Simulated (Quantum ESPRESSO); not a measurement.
Runs of Quantum ESPRESSO 7.5 on Li. Symmetry: Im-3m, No. 229, cubic system. The conventional cell has a = 3.509 Å, b = 3.509 Å, c = 3.509 Å, α = 90.00°, β = 90.00°, γ = 90.00°. Li (site symmetry m-3m) has 8 Li at 3.04 Å as nearest neighbours. 

| task | level | potentials or basis | cell | k mesh | cutoff (eV) | smearing | iterations | mixing mode | form of the LDA correlation | other keys | gap on the mesh (eV) | pressure (GPa) |
| --- | --- | --- | --- | --- | --- | --- | --- | --- | --- | --- | --- | --- |
| phonons | PBEsol | GBRV 1.5 PBEsol | relaxed | 11 × 11 × 11 | 612 | methfessel-paxton 0.2 eV | - | - | - | - | none | 0.0 |
| energy-loss spectrum | PBEsol | PseudoDojo 0.4.1 SR PBEsol standard | as given | 8 × 8 × 8 | 1007 | cold 0.2 eV | 200 | - | - | - | none | -0.8 |
| energy-loss spectrum | PBE | PseudoDojo 0.4.1 SR PBE standard | volume scaled by 0.92 | 8 × 8 × 8 | 1306 | cold 0.136 eV | 300 | local-TF | - | ecut_scale = 1.3; mixing_mode = local-TF | none | (a) |
| phonons | LDA | JTH 2.0 LDA | relaxed | 11 × 11 × 11 | 490 | gaussian 0.2 eV | - | - | PW92 | - | none | 0.1 |
| phonons | PBE | JTH 2.0 PBE | relaxed | 11 × 11 × 11 | 490 | gaussian 0.272 eV | - | - | - | - | none | 0.1 |

Alike in all rows: no spin polarisation.

Estimate the missing entries.

(a) 0.3.

Caveats: the q point doesn't lie on the k mesh, which can shift a metal's frequencies strongly unless the mesh is converged (some runs); the cutoff is low for these files, which shifts pressure and relaxed volume (some runs); the wave vector is under the mesh spacing, so the intraband response is poorly sampled (some runs); some modes are imaginary (some runs).

A gap of «none» marks a metal or a gap under the smearing width.
